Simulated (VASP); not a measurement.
A run of VASP 6.6.1 is set up as follows.

The input POSCAR:

```
TiTe
1.0
    0.0000000000      3.3105989600      3.3105989600
    3.3105989600      0.0000000000      3.3105989600
    3.3105989600      3.3105989600      0.0000000000
Ti Te
1 1
Direct
    0.0000000000      0.0000000000      0.0000000000
    0.2500000000      0.2500000000      0.2500000000
```

INCAR.step1

```
PREC     = Accurate       # precision mode
ENCUT    = 600            # plane-wave cutoff, eV
EDIFF    = 1E-5           # SCF threshold, eV
ISMEAR   = 0              # smearing method
SIGMA    = 0.05           # smearing width, eV
LREAL    = F              # projectors in reciprocal space
LASPH    = T              # aspherical terms in the spheres
NELM     = 100            # most SCF steps
ALGO     = Normal         # electronic algorithm
LWAVE    = T              # write WAVECAR
LCHARG   = F              # write CHGCAR
GGA      = PE             # functional
```

The input INCAR.step2:

```
PREC     = Accurate       # precision mode
ENCUT    = 600            # plane-wave cutoff, eV
EDIFF    = 1E-6           # SCF threshold, eV
ISMEAR   = 0              # smearing method
SIGMA    = 0.05           # smearing width, eV
LREAL    = F              # projectors in reciprocal space
LASPH    = T              # aspherical terms in the spheres
NELM     = 100            # most SCF steps
ALGO     = Normal         # electronic algorithm
ISIF     = 3              # what is computed and relaxed
LWAVE    = F              # write WAVECAR
LCHARG   = F              # write CHGCAR
METAGGA  = SCAN           # meta-GGA
LHFCALC  = T              # exact exchange
AEXX     = 0.25           # exact-exchange fraction
LMIXTAU  = T            
PRECFOCK = Fast         
HFRCUT   = -1           
IBRION   = 2              # ionic algorithm
NSW      = 60             # ionic steps
EDIFFG   = -0.02          # ionic threshold
ISTART   = 1
```

The input KPOINTS:

```
regular mesh
0
Gamma
  4 4 4
```

Potentials or basis: VASP PAW PBE potentials, release 64 (Ti_sv, Te).

Run with:

```console
$ cat potpaw_PBE.64/Ti_sv/POTCAR potpaw_PBE.64/Te/POTCAR > POTCAR
$ cp INCAR.step1 INCAR
$ mpirun -np 1 vasp_std > vasp.out
$ cp INCAR.step2 INCAR
$ mpirun -np 1 vasp_std > vasp.out
```

(1) What does it give for the space group after relaxing (to 0.05 Å)?

(2) Predict the relaxed volume.

(3) What does it give for the band gap on the k mesh?

(4) Predict the relaxed cell.

Answers

(1) F-43m (No. 216).

(2) 29.02 Å³/atom.

(3) none (metal or under the smearing width).

(4) a = 4.346 Å, b = 4.346 Å, c = 4.346 Å, α = 60.00°, β = 60.00°, γ = 60.00°.

Caveat: the k mesh is coarse (spacing up to 0.41 Å⁻¹), so the values aren't converged, least of all with exact exchange; the volume moved by over 15 % at a fixed basis, so the end points are rough; the PAW data sets were made with another functional, which shifts forces and pressure a little.
